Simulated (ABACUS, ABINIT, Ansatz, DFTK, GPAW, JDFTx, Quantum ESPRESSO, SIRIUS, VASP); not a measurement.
## One calculation of Au, 10 ways

```
Au
1.0
     0.00000    2.03500    2.03500
     2.03500    0.00000    2.03500
     2.03500    2.03500    0.00000
Au
1
Direct
  0.00000 0.00000 0.00000
```

Alike in all runs: task single point; functional PBE; k mesh 11 × 11 × 11; occupations fermi-dirac, width 0.05 eV; no spin polarisation; no spin-orbit coupling. Pressure is positive in compression and, in plane waves, holds the error of the finite cutoff, which Ansatz's Pulay term estimates and takes out.

```tsv
program and potentials	plane-wave cutoff (eV)	notes	pressure (GPa)
DFTK, PseudoDojo SR PBE 0.4.1 standard (PBE)	1034	19 valence electrons an atom on average	10.31
Quantum ESPRESSO, SSSP 1.3 efficiency PBE	816	19 valence electrons an atom on average	9.82
SIRIUS, PseudoDojo 0.4.1 PBE standard (scalar relativistic)	1054	19 valence electrons an atom on average	10.35
GPAW, GPAW PAW data sets (gpaw-data 1.2.1)	600	11 valence electrons an atom on average	13.31
Ansatz, all-electron LAPW, scalar-relativistic	-	-	10.77
JDFTx, PseudoDojo-SR-PBE-0.5-standard	1034	19 valence electrons an atom on average	10.35
ABINIT, JTH PAW PBE v2.0	544	11 valence electrons an atom on average	10.93
ABACUS, PseudoDojo NC SR 0.4.1 PBE standard, plane waves	1034	19 valence electrons an atom on average	10.40
VASP, PBE PAW files Au, 520 eV	520	11 valence electrons an atom on average	10.47
Ansatz, Ansatz PAW (earlier soft set)	420	19 valence electrons an atom on average; Pulay term of +0.06 GPa included	10.80
```

The pressure spans 9.82 (Quantum ESPRESSO, SSSP 1.3 efficiency PBE) to 13.31 GPa (GPAW, GPAW PAW data sets (gpaw-data 1.2.1)), with all-electron results at 10.77. The cell lies far from this level's equilibrium.

Differences between rows come from potentials, basis sets and numerical settings, since the functional is the same but for its coding. Runs on potential files found faulty are left out.
